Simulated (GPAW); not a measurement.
# Bi2Se3 (Paraguanajuatite) (R-3m) in GPAW: equation of state with PBE

Aim: the equation of state of Bi2Se3 (Paraguanajuatite) with PBE.

Everything below comes from runs of GPAW 26.7.0. Logs are shortened: lines on timing, memory, paths and dates and some standing lists are left out, and cuts for length are marked. The log counts tension as positive stress, the text compression.

### Step 1. The structure

The structure is trigonal, space group R-3m (No. 166). The conventional cell has a = 4.143 Å, b = 4.143 Å, c = 28.636 Å, α = 90.00°, β = 90.00°, γ = 120.00°. Around Bi (site symmetry 3m) lie 6 Se at 2.85 to 3.07 Å. Around Se (site symmetry 3m) lie 3 Bi at 2.85 Å. Se (site symmetry -3m) is surrounded by 6 Bi at 3.07 Å.

### Step 2. Equation of state, PBE

The input, run.py:

```python
from ase import Atoms
from ase.eos import EquationOfState
from ase.io import Trajectory
from ase.units import GPa
from ase.parallel import parprint
from gpaw import GPAW, PW

atoms = Atoms(['Bi', 'Bi', 'Se', 'Se', 'Se'],
              cell=[[2.0715, 1.1959810826, 9.5453333333],
                    [-2.0715, 1.1959810826, 9.5453333333],
                    [0.0, -2.3919621653, 9.5453333333]],
              scaled_positions=[[0.5992, 0.5992, 0.5992],
                                [0.4008, 0.4008, 0.4008],
                                [0.7883, 0.7883, 0.7883],
                                [0.2117, 0.2117, 0.2117],
                                [0.0, 0.0, 0.0]],
              pbc=True)

traj = Trajectory('eos.traj', 'w')
volumes, energies = [], []
for x in [0.94, 0.96, 0.98, 1.0, 1.02, 1.04, 1.06]:
    a = atoms.copy()
    a.set_cell(atoms.cell * x**(1 / 3), scale_atoms=True)
    calc = GPAW(mode=PW(600),
                xc='PBE',
                kpts={'size': (5, 5, 5), 'gamma': True},
                occupations={'name': 'fermi-dirac', 'width': 0.05},
                nbands=39,
                convergence={'density': 1e-05, 'energy': 1e-05},
                maxiter=150,
                txt=f'eos-{x:.2f}.txt')
    a.calc = calc
    energies.append(a.get_potential_energy(force_consistent=True))
    volumes.append(a.get_volume())
    p = -a.get_stress()[:3].mean() / GPa
    calc.write(f'eos-{x:.2f}.gpw')
    traj.write(a)
    parprint(f'{x:.2f} {volumes[-1]:10.4f} A^3 {energies[-1]:14.6f} eV {p:9.3f} GPa', flush=True)

v0, e0, B = EquationOfState(volumes, energies, eos='birchmurnaghan').fit()
parprint(f'V0 = {v0:.4f} A^3, E0 = {e0:.6f} eV, B0 = {B / GPa:.2f} GPa')
```

Potentials or basis: GPAW PAW data sets (gpaw-data 1.2.1), pw.

Started as:

```bash
> OMP_NUM_THREADS=1 mpirun -n 4 gpaw python run.py
```

Standard output:

```text
__  _  _
 | _ |_)|_||  |
 |__||  | ||/\| - 26.7.0

Input parameters:
  mode=PW(ecut=600.0),
  convergence={'density': 1e-05, 'energy': 1e-05},
  kpts=MonkhorstPack(size=(5, 5, 5), gamma=True),
  maxiter=150,
  nbands=39,
  occupations=Occupations(name='fermi-dirac', width=0.05),
  xc=XC(name='PBE')

Diagonalizing LCAO Hamiltonian
Converting LCAO to pw mode

       Se

       Bi

       Bi

       Se

       Se

Atoms  # Å, Bohr magnetons
|   | symbol |         x |         y |         z |    initial magnetic moments |
|---|--------|-----------|-----------|-----------|-----------------------------|
| 0 |     Bi | -0.000000 | -0.000000 | 16.926789 | ( 0.0000,  0.0000,  0.0000) |
| 1 |     Bi | -0.000000 | -0.000000 | 11.322191 | ( 0.0000,  0.0000,  0.0000) |
| 2 |     Se | -0.000000 | -0.000000 | 22.268671 | ( 0.0000,  0.0000,  0.0000) |
| 3 |     Se | -0.000000 | -0.000000 |  5.980309 | ( 0.0000,  0.0000,  0.0000) |
| 4 |     Se |  0.000000 |  0.000000 |  0.000000 | ( 0.0000,  0.0000,  0.0000) |

Unit cell  # Å
| periodic |         x |         y |        z |  lengths |    angles |
|----------|-----------|-----------|----------|----------|-----------|
|      yes |  2.043503 |  1.179817 | 9.416327 | 9.707475 | 24.304273 |
|      yes | -2.043503 |  1.179817 | 9.416327 | 9.707475 | 24.304273 |
|      yes |  0.000000 | -2.359634 | 9.416327 | 9.707475 | 24.304273 |

Number of symmetries: 12
Symmetry operations  # r_c * U_cc + t_c -> r_c
|    | kind |            matrix            |
|----|------|------------------------------|
|  0 |  E   |  1, 0, 0,  0, 1, 0,  0, 0, 1 |
|  1 |  σ   |  1, 0, 0,  0, 0, 1,  0, 1, 0 |
|  2 |  σ   |  0, 1, 0,  1, 0, 0,  0, 0, 1 |
|  3 |  C3  |  0, 1, 0,  0, 0, 1,  1, 0, 0 |
|  4 |  C3  |  0, 0, 1,  1, 0, 0,  0, 1, 0 |
|  5 |  σ   |  0, 0, 1,  0, 1, 0,  1, 0, 0 |
|  6 |  C2  |  0, 0,-1,  0,-1, 0, -1, 0, 0 |
|  7 |  S6  |  0, 0,-1, -1, 0, 0,  0,-1, 0 |
|  8 |  S6  |  0,-1, 0,  0, 0,-1, -1, 0, 0 |
|  9 |  C2  |  0,-1, 0, -1, 0, 0,  0, 0,-1 |
| 10 |  C2  | -1, 0, 0,  0, 0,-1,  0,-1, 0 |
| 11 |  i   | -1, 0, 0,  0,-1, 0,  0, 0,-1 |

BZ-sampling:
  Number of BZ points: 125
  Number of IBZ points: 19

  Monkhorst-Pack size: [5, 5, 5]
  Monkhorst-Pack shift: [0, 0, 0]

K-points  # in reciprocal-cell coordinates
|     |                                coordinates |     weight |
|-----|--------------------------------------------|------------|
|   0 | (  0.00000000,   0.00000000,   0.00000000) | 0.00800000 |
|   1 | (  0.20000000,   0.00000000,  -0.20000000) | 0.04800000 |
|   2 | (  0.20000000,   0.00000000,   0.00000000) | 0.04800000 |
|   3 | (  0.20000000,   0.20000000,  -0.20000000) | 0.04800000 |
|   4 | (  0.20000000,   0.20000000,   0.00000000) | 0.04800000 |
|   5 | (  0.20000000,   0.20000000,   0.20000000) | 0.01600000 |
|   6 | (  0.40000000,  -0.20000000,  -0.20000000) | 0.04800000 |
|   7 | (  0.40000000,   0.00000000,  -0.40000000) | 0.04800000 |
|   8 | (  0.40000000,   0.00000000,  -0.20000000) | 0.09600000 |
|   9 | (  0.40000000,   0.00000000,   0.00000000) | 0.04800000 |
| ... |                                            |            |
|  18 | (  0.40000000,   0.40000000,   0.40000000) | 0.01600000 |

Plane wave coefficients: 4567
Cutoff: 600.0 eV

Spin-components: 1 (collinear spins)
Bands:           39
Projectors:      27
Spin-degeneracy: 2
Datatype:        complex128

Parallelization:
  kpt:    4
  domain: 1
  band:   1

Density:
  Valence electrons: 48.0
  Components: 1
  Grid points: [56 56 56]
  Charge: 0.0  # |e|

Potential:
  Grid points: [56 56 56]

species:
  Bi:
    name:    Bismuth
    Z:       83.0
    valence: 15
    core:    68
    charge:  0.0  # [|e|]
    compensation charges:
      type: gauss
      rc: 0.38  # [Å]
      lmax: 2
    cutoffs:
      filter: 2.23  # [Å]
      core: 2.33  # [Å]
    projectors
    | kind |    occ | energy [eV] | rcut [Å] |
    |------|--------|-------------|----------|
    |   6s |  2.000 |     -14.385 |    1.286 |
    |   6p |  3.000 |      -4.580 |    1.275 |
    |   5d | 10.000 |     -27.119 |    1.349 |
    |    s |        |      12.827 |    1.286 |
    |    p |        |      22.631 |    1.275 |
    |    d |        |       0.093 |    1.349 |

    Using partial waves for Bi as LCAO basis

  Se:
    name:    Selenium
    Z:       34.0
    valence: 6
    core:    28
    charge:  0.0  # [|e|]
    compensation charges:
      type: gauss
      rc: 0.27  # [Å]
      lmax: 2
    cutoffs:
      filter: 1.77  # [Å]
      core: 2.67  # [Å]
    projectors
    | kind |    occ | energy [eV] | rcut [Å] |
    |------|--------|-------------|----------|
    |   4s |  2.000 |     -17.277 |    0.847 |
    |   4p |  4.000 |      -6.512 |    1.005 |
    |    s |        |       9.935 |    0.847 |
    |    p |        |      20.699 |    1.005 |
    |    d |        |       0.000 |    0.847 |

    Using partial waves for Se as LCAO basis

Reference energy: -1368007.362297  # eV

eigensolver:
  PPCG
  Converge bands: occupied
  niter=2

density mixing:
  MSR1-Mixer
  Pratt-step length: 0.05
  Maximum mixing coefficient: 0.75
  Old densities: 10
  SVD Regularization: 0.005
  Good broyden scale: 1.0
  Trust region scale: 1.0
  Backstep threshold: 4.0
  History deletion threshold: 6.0
  Fourier metric: weight=20.0, sigma=0.015

occupation numbers:
  Fermi-Dirac:
    width: 0.0500  # eV

poisson solver:
  ecut: 4800.0  # eV

xc functional:
  name: PBE with 2 nearest neighbor stencil

convergence criteria:
- Maximum integral of absolute [dens]ity change: 1e-05 electrons / valence electron
- Maximum [total energy] change in last 3 cyles: 1e-05 eV / valence electron
- Maximum integral of absolute [eigenst]ate change: 4e-08 eV^2 / valence electron
maximum number of iterations: 150

SCF iterations
|iter     | |      energy | eigst |  dens |
|---------|-|-------------|-------|-------|
|iter:   1| |  -22.094747 | +0.07 |       |
|iter:   2| |  -22.002578 | -1.95 | -1.19 |
|iter:   3| |  -21.672217 | -2.33 | -1.25 |
|iter:   4| |  -21.558905 | -3.09 | -1.57 |
|iter:   5| |  -21.553787 | -3.71 | -1.93 |
|iter:   6| |  -21.554635 | -4.19 | -2.29 |
|iter:   7| |  -21.554759 | -5.40 | -3.29 |
|iter:   8| |  -21.554785c| -6.00 | -3.79 |
|iter:   9| |  -21.554788c| -6.73 | -4.37 |
|iter:  10| |  -21.554788c| -7.54c| -4.91 |
|iter:  11| |  -21.554788c| -8.65c| -5.51c|

Converged in 11 steps
Energy contributions relative to reference atoms: (reference = -1368007.362297)

Energy contributions:
  Kinetic:          76.061785
  Coulomb:         -70.976498
  Zero:             -3.109715
  External:          0.000000
  Xc:              -23.529969
  Entropy:          -0.000783
  Spinorbit:         0.000000
  ----------------------------
  Free energy:     -21.555180
  Extrapolated:    -21.554788

dipole moment: (0.000000, 0.000000, -103.986338)  # |e|*Ang

Fermi level: 6.544
Eigenvalues  # (at kpt = [0.000, 0.000, 0.000])
| band index |      eig [eV] | occ [0-2] |
|------------|---------------|-----------|
|          0 |       -16.930 |     2.000 |
|        ... |               |           |
|         16 |         4.231 |     2.000 |
|         17 |         4.402 |     2.000 |
|         18 |         4.402 |     2.000 |
|         19 |         4.407 |     2.000 |
|         20 |         4.407 |     2.000 |
|         21 |         5.093 |     2.000 |
[... 8 lines left out ...]
|         30 |        12.173 |     0.000 |
|         31 |        13.364 |     0.000 |
|        ... |               |           |
|         38 |        15.143 |     0.000 |

Gap: 0.167 eV
Transition (v -> c):
  (s=0, k=0, n=23, [0.00, 0.00, 0.00]) -> (s=0, k=0, n=24, [0.00, 0.00, 0.00])
No difference between direct/indirect transitions

Stress tensor  # eV/Ang^3
|         x |         y |         z |
|-----------|-----------|-----------|
| -0.033717 | -0.000000 | -0.000000 |
| -0.000000 | -0.033717 | -0.000000 |
| -0.000000 | -0.000000 | -0.033710 |

# Writing to eos-0.96.gpw (mode='')
```

Run time: 6.8 min. Hardware: 4 MPI ranks of Arm Neoverse V2, shared host; peak memory 1.2 GiB.

What came out:

| Item | Value |
| --- | --- |
| Equilibrium volume | 29.51 Å³/atom |
| Bulk modulus at fixed shape and positions | 57 GPa |
| Pressure derivative of the bulk modulus | 4.4 |

Energy against volume, from the lowest point:
```csv
volume (Å³/atom),energy (meV/atom)
26.675,57.84
27.243,35.59
27.810,19.24
28.378,8.21
28.946,1.95
29.513,0.00
30.081,1.91
```

Caveat: the cell was scaled at fixed shape and fractional positions, which overstates the stiffness of a crystal with free parameters, most of all of layers and chains; spin-orbit coupling is left out, which moves the levels of the heavy elements; the program warned that so skewed a cell can give wrong results.
